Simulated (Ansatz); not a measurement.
**Phase order of Pt along its cold isotherm**

All-electron LAPW in Ansatz 0.2.0 under PBE, scalar-relativistic, energies extrapolated to zero smearing. Each structure type was compressed from its own relaxed volume, symmetry kept and shape relaxed on PAW files, and E(V) was fitted to energies and pressures; H = E + pV has no temperature or zero-point term. Only these types were tried: sc (Pm-3m, 16×16×16 mesh, 18.07 Å³/atom at rest); beta tin (I4_1/amd, 16×16×16 mesh, 17.16 Å³/atom at rest); hcp (P6_3/mmc, 15×15×8 mesh, 15.76 Å³/atom at rest); diamond (Fd-3m, 14×14×14 mesh, 24.08 Å³/atom at rest); bcc (Im-3m, 17×17×17 mesh, 15.84 Å³/atom at rest); simple hexagonal (P6/mmm, 16×16×15 mesh, 16.84 Å³/atom at rest); fcc (Fm-3m, 16×16×16 mesh, 15.64 Å³/atom at rest); omega (P6/mmm, 9×9×12 mesh, 16.03 Å³/atom at rest). Spin polarisation is left out. Spin–orbit coupling is left out; Fermi–Dirac smearing is 0.05 to 0.1 eV. Enthalpies carry a few meV/atom of noise from meshes and fits.

Q: Which type is lowest at zero pressure, and what follows up to 670 GPa?

A: Among the types tried, fcc is lowest at zero pressure and stays so up to 670 GPa. Enthalpies against fcc:

```
p (GPa)  sc (meV/atom)  beta tin (meV/atom)  hcp (meV/atom)  diamond (meV/atom)  bcc (meV/atom)  simple hexagonal (meV/atom)  fcc (meV/atom)  omega (meV/atom)
      0            455                  295              56                1075              94                          116               0               138
     20            726                  465              68                1998             115                          250               0               180
     54           1099                  701              84                3250             140                          438               0               237
    100           1514                  964              98                4645             164                          650               0               300
    200           2240                 1425             121                7110             198                         1026               0               405
    340           3053                 1938             143                9897             221                         1455               0               517
    500           3826                 2423             161               12566             230                         1868               0               617
    640           4418                 2790             173               14617             228                         2188               0               689
```
